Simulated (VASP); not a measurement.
# SrO in VASP: one cell, several levels of theory

Aim: gap, levels, forces and stress of SrO built on the rocksalt prototype, under -1.5 % shear in the xy plane at fixed geometry. Runs: PBE, r2SCAN. The results are then set beside those of Ansatz 0.2.0 for the same cell.

The runs shown are made with VASP 6.6.1. PAW datasets, plane waves. (Simulation; spin polarisation is off.)

## Step 1: Starting point

The cell comes from an earlier relaxation with r2SCAN in another program, then strained, with the atoms relaxed again.

Space group Immm (No. 71), orthorhombic; a = 3.621 Å, b = 3.676 Å, c = 5.160 Å in the conventional setting, 17.17 Å³ an atom. Near Sr stand 6 O at 2.58 Å; near O stand 6 Sr at 2.58 Å.

The structure in full:

```cif
data_structure
_symmetry_space_group_name_H-M 'P 1'
_symmetry_Int_Tables_number 1
_cell_length_a 3.6486
_cell_length_b 3.6486
_cell_length_c 3.6212
_cell_angle_alpha 60.248
_cell_angle_beta 60.248
_cell_angle_gamma 60.496
_cell_volume 34.34
loop_
_atom_site_label
_atom_site_type_symbol
_atom_site_fract_x
_atom_site_fract_y
_atom_site_fract_z
_atom_site_occupancy
Sr1 Sr 0.00000 0.00000 0.00000 1
O1 O 0.50000 0.50000 0.50000 1
```

## Step 2: PBE

INCAR

```
ENCUT = 520.000000
SIGMA = 0.020000
EDIFF = 1.00e-07
GGA = PE
PREC = Accurate
IBRION = -1
ISIF = 2
ISMEAR = -1
NBANDS = 15
NELM = 120
NSW = 0
LASPH = .TRUE.
LCHARG = .FALSE.
LWAVE = .FALSE.
LREAL = .FALSE.
```

KPOINTS

```
KPOINTS created by Atomic Simulation Environment
0
Gamma
8 8 8
0 0 0
```

KPOINTS_OPT

```
special points
7
Reciprocal
0.0000000000 0.0000000000 0.0000000000 1
0.5000000000 0.0000000000 0.5000000000 1
0.6250000000 0.2500000000 0.6250000000 1
0.3750000000 0.3750000000 0.7500000000 1
0.5000000000 0.5000000000 0.5000000000 1
0.5000000000 0.2500000000 0.7500000000 1
0.5000000000 0.5000000000 0.0000000000 1
```

POSCAR

```
Sr O
 1.0000000000000000
    -0.0193491924750000    2.5798923271250001    2.5798923271248126
     2.5798923271250001   -0.0193491924750000    2.5798923271248126
     2.5605431347000001    2.5605431347000001    0.0000000000496251
 Sr  O
   1   1
Cartesian
  0.0000000000000000  0.0000000000000000  0.0000000000000000
  2.5605431346750001  2.5605431346750001  2.5798923271496257
```

Potentials: the recommended PBE PAW datasets, 16 valence electrons in the neutral cell.

Started as:

```bash
mpirun -np 1 vasp_std
```

Printed to the terminal (iteration lines stand in OSZICAR):

```text
POSCAR found type information on POSCAR SrO
 POSCAR found :  2 types and       2 ions
 LDA part: xc-table for (Slater+PW92), standard interpolation
 POSCAR, INCAR and KPOINTS ok, starting setup
 FFT: planning ... GRIDC
 FFT: planning ... GRID_SOFT
 FFT: planning ... GRID
 WAVECAR not read
 entering main loop
 Start KPOINTS_OPT (optional k-point list driver)
k-point batch [1-7\7]
```

OSZICAR:

```text
N       E                     dE             d eps       ncg     rms          rms(c)
DAV:   1     0.673236802496E+02    0.67324E+02   -0.84550E+03  2850   0.104E+03
DAV:   2    -0.111039924562E+02   -0.78428E+02   -0.72462E+02  3885   0.220E+02
DAV:   3    -0.141867404078E+02   -0.30827E+01   -0.30695E+01  3747   0.391E+01
DAV:   4    -0.142460475121E+02   -0.59307E-01   -0.59301E-01  3542   0.534E+00
DAV:   5    -0.142477560513E+02   -0.17085E-02   -0.17085E-02  3634   0.705E-01    0.162E+01
DAV:   6    -0.121980755412E+02    0.20497E+01   -0.67027E+00  2920   0.194E+01    0.190E+01
DAV:   7    -0.120554419968E+02    0.14263E+00   -0.30357E-01  3361   0.488E+00    0.110E+01
DAV:   8    -0.120446631233E+02    0.10779E-01   -0.11950E-01  3725   0.345E+00    0.413E-01
DAV:   9    -0.120459866064E+02   -0.13235E-02   -0.58667E-03  3556   0.485E-01    0.233E-01
DAV:  10    -0.120464446189E+02   -0.45801E-03   -0.44106E-04  3193   0.197E-01    0.865E-02
DAV:  11    -0.120465913920E+02   -0.14677E-03   -0.14691E-04  3067   0.896E-02    0.273E-02
DAV:  12    -0.120466098143E+02   -0.18422E-04   -0.27805E-05  3067   0.386E-02    0.228E-02
DAV:  13    -0.120466098398E+02   -0.25442E-07   -0.15594E-06  3193   0.109E-02    0.332E-03
DAV:  14    -0.120466096611E+02    0.17865E-06   -0.13698E-07  3747   0.280E-03    0.223E-03
DAV:  15    -0.120466096536E+02    0.74624E-08   -0.85139E-09  1684   0.880E-04
   1 F= -.12046610E+02 E0= -.12046610E+02  d E =-.972274E-13
       N       E                     dE             ncg
DAV:   1     0.163054190579E+04   -0.43428E+04      210
DAV:   2     0.111698823928E+04   -0.51355E+03      273
DAV:   3     0.109698795971E+04   -0.20000E+02      306
DAV:   4     0.109675080631E+04   -0.23715E+00      259
DAV:   5     0.109674477087E+04   -0.60354E-02      245
DAV:   6     0.109674455620E+04   -0.21466E-03      259
DAV:   7     0.109674454679E+04   -0.94102E-05      253
DAV:   8     0.109674454635E+04   -0.44303E-06      220
DAV:   9     0.109674454633E+04   -0.21323E-07      169
```

The lines after F= are the extra pass for the points of KPOINTS_OPT, at fixed density; their E is not a total energy.

Parts of OUTCAR:

```text
k-points           NKPTS =     95   k-points in BZ     NKDIM =     95   number of bands    NBANDS=     15

   NELECT =      16.0000    total number of electrons

   dimension x,y,z NGX =    28 NGY =   28 NGZ =   28
   dimension x,y,z NGXF=    56 NGYF=   56 NGZF=   56

  energy-cutoff  :      520.00
  volume of cell :       34.34
      direct lattice vectors                 reciprocal lattice vectors
    -0.019349192  2.579892327  2.579892327    -0.192363809  0.192363809  0.193806538
     2.579892327 -0.019349192  2.579892327     0.192363809 -0.192363809  0.193806538
     2.560543135  2.560543135  0.000000000     0.195271071  0.195271071 -0.193806538

 k-points in reciprocal lattice and weights: KPOINTS created by Atomic Simulation Env
   0.00000000  0.00000000  0.00000000       0.002
   0.12500000  0.00000000  0.00000000       0.008
   0.25000000  0.00000000  0.00000000       0.008
   0.37500000  0.00000000  0.00000000       0.008
   0.50000000  0.00000000  0.00000000       0.004
   0.12500000  0.12500000  0.00000000       0.004
   0.25000000  0.12500000  0.00000000       0.008
   0.37500000  0.12500000  0.00000000       0.008
[... 87 more k-points ...]

 E-fermi :   2.1202

 k-point     1 :       0.0000    0.0000    0.0000
  band No.  band energies     occupation
      1     -30.8114      2.00000
      2     -13.4619      2.00000
      3     -12.4631      2.00000
      4     -12.4598      2.00000
      5     -12.4559      2.00000
      6       1.6000      2.00000
      7       1.6154      2.00000
      8       1.6325      2.00000
      9       5.5235      0.00000
     10       7.7113      0.00000
     11       7.8015      0.00000
     12       7.8952      0.00000
     13       9.9485      0.00000
     14       9.9489      0.00000
     15      14.2775      0.00000

 k-point     2 :       0.1250    0.0000    0.0000
  band No.  band energies     occupation
      1     -30.7928      2.00000
      2     -13.8335      2.00000
      3     -12.4714      2.00000
      4     -12.4680      2.00000
      5     -12.1352      2.00000
      6       1.1571      2.00000
      7       1.4173      2.00000
      8       1.4447      2.00000
      9       6.2107      0.00000
     10       7.6140      0.00000
     11       8.0672      0.00000
     12       8.1926      0.00000
     13      10.3477      0.00000
     14      10.3487      0.00000
     15      15.2320      0.00000

 k-point     3 :       0.2500    0.0000    0.0000
  band No.  band energies     occupation
      1     -30.7476      2.00000
      2     -14.4006      2.00000
      3     -12.4971      2.00000
      4     -12.4966      2.00000
      5     -11.6772      2.00000
      6       0.3428      2.00000
      7       1.0003      2.00000
      8       1.0386      2.00000
      9       7.5258      0.00000
     10       7.7767      0.00000
     11       8.8623      0.00000
     12       8.9974      0.00000
     13      11.3507      0.00000
     14      11.3510      0.00000
     15      17.1407      0.00000

 k-point     4 :       0.3750    0.0000    0.0000
  band No.  band energies     occupation
      1     -30.7017      2.00000
      2     -14.8203      2.00000
      3     -12.5256      2.00000
      4     -12.5213      2.00000
      5     -11.3665      2.00000
      6      -0.2983      2.00000
      7       0.6349      2.00000
      8       0.6822      2.00000
      9       7.8771      0.00000
     10       9.2618      0.00000
     11       9.8301      0.00000
     12       9.9715      0.00000
     13      12.5926      0.00000
     14      12.6028      0.00000
     15      16.9135      0.00000

 k-point     5 :       0.5000    0.0000    0.0000
  band No.  band energies     occupation
      1     -30.6826      2.00000
      2     -14.9730      2.00000
      3     -12.5373      2.00000
      4     -12.5314      2.00000
      5     -11.2589      2.00000
      6      -0.5353      2.00000
      7       0.4952      2.00000
      8       0.5459      2.00000
      9       8.1007      0.00000
     10       9.9785      0.00000
     11      10.2988      0.00000
     12      10.4405      0.00000
     13      13.4111      0.00000
     14      13.4294      0.00000
     15      16.1898      0.00000

[... the tables of k-points 6 to 95 left out ...]

  Total        0.5067498      0.5067498      0.5034500      0.1742438      0.0000000      0.0000000
  in kB       23.6425233     23.6425233     23.4885746      8.1293818      0.0000000      0.0000000
  external PRESSURE =      23.5912071 kB  Pullay stress =       0.0000000 kB

 POSITION                                       TOTAL-FORCE (eV/Angst)
 -----------------------------------------------------------------------------------
      0.00000      0.00000      0.00000        -0.000000     -0.000000     -0.000000
      2.56054      2.56054      2.57989         0.000000      0.000000      0.000000
 -----------------------------------------------------------------------------------
    total drift:                                0.000000      0.000000      0.000000

  FREE ENERGIE OF THE ION-ELECTRON SYSTEM (eV)
  ---------------------------------------------------
  free  energy   TOTEN  =       -12.0466096536 eV

  energy  without entropy=      -12.0466096536  energy(sigma->0) =      -12.04660965
```

Hardware: 1 MPI rank of Intel Xeon Platinum 8488C, shared host.

The levels at the points of KPOINTS_OPT are read from vasprun.xml.

Band energies at the special points (eV, zero at the top of v, the last band that the electrons fill by count):

```
point    v−1      v     c   c+1
    Γ  -0.02   0.00  3.89  6.08
    X  -0.11  -0.11  3.25  7.70
    U  -0.59  -0.51  4.75  7.84
    K  -0.62  -0.50  4.80  7.80
    L  -1.18  -1.13  6.50  8.37
    W  -0.47  -0.47  5.98  5.98
```

Gap with PBE: 3.25 eV, valence top at Γ, conduction bottom at (0.50, 0.50, 0.00). Least direct gap: 3.35 eV. The pressure is 2.36 GPa; the forces vanish within 0.01 eV/Å.

## Step 3: r2SCAN at this geometry

INCAR

```
ENCUT = 520.000000
SIGMA = 0.010000
EDIFF = 1.00e-07
ALGO = Normal
METAGGA = R2SCAN
PREC = Accurate
IBRION = -1
ISIF = 2
ISMEAR = 0
NBANDS = 15
NELM = 120
NSW = 0
LASPH = .TRUE.
LCHARG = .FALSE.
LWAVE = .FALSE.
LREAL = .FALSE.
```

KPOINTS is that of step 2.

KPOINTS_OPT is that of step 2.

POSCAR is that of step 2.

Started as:

```bash
mpirun -np 1 vasp_std
```

Standard output, without the iteration lines:

```text
POSCAR found type information on POSCAR SrO
 POSCAR found :  2 types and       2 ions
 -----------------------------------------------------------------------------
|                                                                             |
|                                                                             |
|     You enforced a specific xc type in the INCAR file but a different       |
|     I HOPE YOU KNOW WHAT YOU ARE DOING!                                     |
|                                                                             |
 -----------------------------------------------------------------------------

 LDA part: xc-table for (None), standard interpolation
 POSCAR, INCAR and KPOINTS ok, starting setup
 FFT: planning ... GRIDC
 FFT: planning ... GRID_SOFT
 FFT: planning ... GRID
 WAVECAR not read
 entering main loop
 Start KPOINTS_OPT (optional k-point list driver)
k-point batch [1-7\7]
```

OSZICAR:

```text
N       E                     dE             d eps       ncg     rms          rms(c)
DAV:   1     0.492607157820E+02    0.49261E+02   -0.86253E+03  2850   0.107E+03
DAV:   2    -0.313581578990E+02   -0.80619E+02   -0.74382E+02  3893   0.227E+02
DAV:   3    -0.346567509395E+02   -0.32986E+01   -0.32795E+01  3890   0.407E+01
DAV:   4    -0.347167557921E+02   -0.60005E-01   -0.59996E-01  3313   0.553E+00
DAV:   5    -0.347182730716E+02   -0.15173E-02   -0.15173E-02  3621   0.689E-01    0.157E+01
DAV:   6    -0.269125148229E+02    0.78058E+01   -0.45284E+00  4012   0.169E+01    0.148E+01
DAV:   7    -0.270381407162E+02   -0.12563E+00   -0.18048E-01  2878   0.382E+00    0.843E+00
DAV:   8    -0.270573455435E+02   -0.19205E-01   -0.89966E-02  2920   0.315E+00    0.803E-01
DAV:   9    -0.270541855047E+02    0.31600E-02   -0.17167E-02  3613   0.124E+00    0.244E-01
DAV:  10    -0.270541878858E+02   -0.23811E-05   -0.16985E-03  3088   0.414E-01    0.125E-01
DAV:  11    -0.270543718484E+02   -0.18396E-03   -0.33025E-04  2878   0.177E-01    0.707E-02
DAV:  12    -0.270543722879E+02   -0.43945E-06   -0.27837E-05  3676   0.431E-02    0.193E-02
DAV:  13    -0.270543695994E+02    0.26885E-05   -0.76086E-06  3592   0.268E-02    0.121E-02
DAV:  14    -0.270543692591E+02    0.34031E-06   -0.72741E-07  3382   0.766E-03    0.350E-03
DAV:  15    -0.270543690758E+02    0.18328E-06   -0.57708E-08  1648   0.219E-03    0.238E-03
DAV:  16    -0.270543690341E+02    0.41737E-07   -0.25922E-08  1551   0.142E-03
   1 F= -.27054369E+02 E0= -.27054369E+02  d E =-.333982E-44
       N       E                     dE             ncg
DAV:   1     0.157184762513E+04   -0.44015E+04      210
DAV:   2     0.103407809085E+04   -0.53777E+03      273
DAV:   3     0.101359668249E+04   -0.20481E+02      298
DAV:   4     0.101333957057E+04   -0.25711E+00      259
DAV:   5     0.101333310580E+04   -0.64648E-02      253
DAV:   6     0.101333287334E+04   -0.23246E-03      259
DAV:   7     0.101333286223E+04   -0.11117E-04      252
DAV:   8     0.101333286214E+04   -0.87863E-07      220
```

OUTCAR, selected sections:

```text
k-points           NKPTS =     95   k-points in BZ     NKDIM =     95   number of bands    NBANDS=     15

   NELECT =      16.0000    total number of electrons

   dimension x,y,z NGX =    28 NGY =   28 NGZ =   28
   dimension x,y,z NGXF=    56 NGYF=   56 NGZF=   56

  energy-cutoff  :      520.00
  volume of cell :       34.34
      direct lattice vectors                 reciprocal lattice vectors
    -0.019349192  2.579892327  2.579892327    -0.192363809  0.192363809  0.193806538
     2.579892327 -0.019349192  2.579892327     0.192363809 -0.192363809  0.193806538
     2.560543135  2.560543135  0.000000000     0.195271071  0.195271071 -0.193806538

 k-points in reciprocal lattice and weights: KPOINTS created by Atomic Simulation Env
   0.00000000  0.00000000  0.00000000       0.002
   0.12500000  0.00000000  0.00000000       0.008
   0.25000000  0.00000000  0.00000000       0.008
   0.37500000  0.00000000  0.00000000       0.008
   0.50000000  0.00000000  0.00000000       0.004
   0.12500000  0.12500000  0.00000000       0.004
   0.25000000  0.12500000  0.00000000       0.008
   0.37500000  0.12500000  0.00000000       0.008
[... 87 more k-points ...]

 E-fermi :   1.4071

 k-point     1 :       0.0000    0.0000    0.0000
  band No.  band energies     occupation
      1     -32.2161      2.00000
      2     -14.7207      2.00000
      3     -13.2519      2.00000
      4     -13.2498      2.00000
      5     -13.2469      2.00000
      6       1.2792      2.00000
      7       1.2945      2.00000
      8       1.3118      2.00000
      9       5.8754      0.00000
     10       7.9552      0.00000
     11       8.0470      0.00000
     12       8.1420      0.00000
     13      10.3476      0.00000
     14      10.3481      0.00000
     15      14.5413      0.00000

 k-point     2 :       0.1250    0.0000    0.0000
  band No.  band energies     occupation
      1     -32.1973      2.00000
      2     -15.0109      2.00000
      3     -13.2603      2.00000
      4     -13.2584      2.00000
      5     -13.0060      2.00000
      6       0.8633      2.00000
      7       1.1000      2.00000
      8       1.1275      2.00000
      9       6.5481      0.00000
     10       7.8469      0.00000
     11       8.3186      0.00000
     12       8.4458      0.00000
     13      10.7529      0.00000
     14      10.7540      0.00000
     15      15.5214      0.00000

 k-point     3 :       0.2500    0.0000    0.0000
  band No.  band energies     occupation
      1     -32.1516      2.00000
      2     -15.5211      2.00000
      3     -13.2857      2.00000
      4     -13.2838      2.00000
      5     -12.6059      2.00000
      6       0.0700      2.00000
      7       0.6873      2.00000
      8       0.7255      2.00000
      9       7.7669      0.00000
     10       8.0984      0.00000
     11       9.1318      0.00000
     12       9.2689      0.00000
     13      11.7755      0.00000
     14      11.7757      0.00000
     15      17.4869      0.00000

 k-point     4 :       0.3750    0.0000    0.0000
  band No.  band energies     occupation
      1     -32.1053      2.00000
      2     -15.9186      2.00000
      3     -13.3126      2.00000
      4     -13.3068      2.00000
      5     -12.3185      2.00000
      6      -0.5660      2.00000
      7       0.3228      2.00000
      8       0.3699      2.00000
      9       8.1036      0.00000
     10       9.5969      0.00000
     11      10.1257      0.00000
     12      10.2698      0.00000
     13      13.0375      0.00000
     14      13.0468      0.00000
     15      17.4689      0.00000

 k-point     5 :       0.5000    0.0000    0.0000
  band No.  band energies     occupation
      1     -32.0859      2.00000
      2     -16.0653      2.00000
      3     -13.3236      2.00000
      4     -13.3162      2.00000
      5     -12.2174      2.00000
      6      -0.8022      2.00000
      7       0.1829      2.00000
      8       0.2334      2.00000
      9       8.3387      0.00000
     10      10.2780      0.00000
     11      10.6102      0.00000
     12      10.7555      0.00000
     13      13.8562      0.00000
     14      13.8725      0.00000
     15      16.8781      0.00000

[... the tables of k-points 6 to 95 left out ...]

  Total        0.1136757      0.1136757      0.1104171      0.1781432      0.0000000      0.0000000
  in kB        5.3035645      5.3035645      5.1515336      8.3113126      0.0000000      0.0000000
  external PRESSURE =       5.2528875 kB  Pullay stress =       0.0000000 kB

 POSITION                                       TOTAL-FORCE (eV/Angst)
 -----------------------------------------------------------------------------------
      0.00000      0.00000      0.00000         0.000000      0.000000      0.000000
      2.56054      2.56054      2.57989        -0.000000     -0.000000     -0.000000
 -----------------------------------------------------------------------------------
    total drift:                                0.000000      0.000000      0.000000

  FREE ENERGIE OF THE ION-ELECTRON SYSTEM (eV)
  ---------------------------------------------------
  free  energy   TOTEN  =       -27.0543690341 eV

  energy  without entropy=      -27.0543690341  energy(sigma->0) =      -27.05436903
```

Hardware: 1 MPI rank of Intel Xeon Platinum 8488C, shared host.

The levels at the points of KPOINTS_OPT are read from vasprun.xml.

Levels at the named points, in eV from the top of band v (v: the last filled band by count, c: the next):

```
point    v−1      v     c   c+1
    Γ  -0.02   0.00  4.56  6.64
    X  -0.11  -0.11  3.73  8.42
    U  -0.58  -0.50  5.25  8.43
    K  -0.62  -0.50  5.30  8.39
    L  -1.17  -1.12  7.06  8.99
    W  -0.46  -0.45  6.51  6.51
```

The r2SCAN gap is 3.73 eV and indirect (Γ to (0.50, 0.50, 0.00)), with 3.82 eV as the least direct one. The pressure is 0.53 GPa; the forces vanish within 0.01 eV/Å.

## Step 4: Results

```
 level  gap (eV)  pressure (GPa)  Ansatz: gap (eV)  Ansatz: pressure (GPa)
   PBE      3.25            2.36              3.30                    1.80
r2SCAN      3.73            0.53              3.78                    0.00
```

In words: The gap spans 3.25 eV (PBE) to 3.73 eV (r2SCAN). The pressure is highest with PBE (2.4 GPa) and lowest with r2SCAN (0.5 GPa), which orders the cells that they would relax to. The two programs agree on the gap within 0.06 eV, far less than the spread between functionals. The two codes have different PAW datasets and cutoffs.
